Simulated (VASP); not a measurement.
Ti: equation of state with PBE+D3(BJ)

The system is Ti.

```
CELL_PARAMETERS angstrom
2.88446 0.00000 0.00000
-1.44223 2.49802 0.00000
0.00000 0.00000 4.57024
ATOMIC_POSITIONS crystal
Ti 0.66667 0.33333 0.75000
Ti 0.33333 0.66667 0.25000
```

* Program: VASP 6.6.1
* Task: equation of state
* Functional: PBE
* Dispersion: D3(BJ)
* Potentials or basis: VASP PAW PBE potentials, release 64 (Ti_sv)
* Cutoff: 520 eV
* k mesh: 8 × 8 × 6
* Occupations: fermi-dirac, width 0.05 eV
* Spin: no spin polarisation

| Quantity | Value |
| --- | --- |
| Equilibrium volume | 16.47 Å³/atom |
| Bulk modulus at fixed shape and positions | 121 GPa |
| Pressure derivative of the bulk modulus | 3.6 (rough: it moves with the points fitted) |

Energy against volume, from the lowest point:
```csv
volume (Å³/atom),energy (meV/atom)
15.807,10.76
16.136,2.64
16.465,0.00
16.795,2.36
17.124,9.27
```

All runs of the series together: 85 s on 1 thread of Intel(R) Xeon(R) Platinum 8488C (Sapphire Rapids), on a shared host.

Caveat: the cell was scaled at fixed shape and fractional positions, which overstates the stiffness of a crystal with free parameters, most of all of layers and chains.
